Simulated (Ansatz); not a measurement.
Crystal: PbSe, rock salt type, 2 atoms in the cell.

The calculation used Ansatz 0.2.0 development build, HSE06, plane waves, PAW datasets (generated soft set 1).

Cutoff 420 eV; exchange singularity: Wigner-Seitz; k-mesh 4×4×4 Γ-centred; Fermi–Dirac smearing of 0.05 eV; no spin polarisation; no spin–orbit coupling.

The fit to the energies gives V₀ = 29.396 Å³/atom (a₀ = 6.172 Å), B₀ = 50.7 GPa, B₀′ = 4.35.

Question: What pressure does the program print at V = 30.235 Å³/atom, and how far above the lowest computed point (V = 29.337 Å³/atom) does the energy lie?

Answer: -1.35 GPa and 3.59 meV/atom. All points:

| V (Å³/atom) | a (Å) | E − E(min) (meV/atom) | P (GPa) |
| --- | --- | --- | --- |
| 27.541 | 6.0398 | 20.81 | 3.81 |
| 28.439 | 6.1047 | 5.22 | 1.80 |
| 29.337 | 6.1683 | 0.00 | 0.10 |
| 30.235 | 6.2306 | 3.59 | -1.35 |
| 31.133 | 6.2917 | 14.64 | -2.57 |

The stress includes the program's correction for the finite plane-wave basis.

The k-mesh is modest, so these values aren't fully converged in k. Spin–orbit coupling is left out, which matters for 6p elements such as Tl, Pb and Bi.
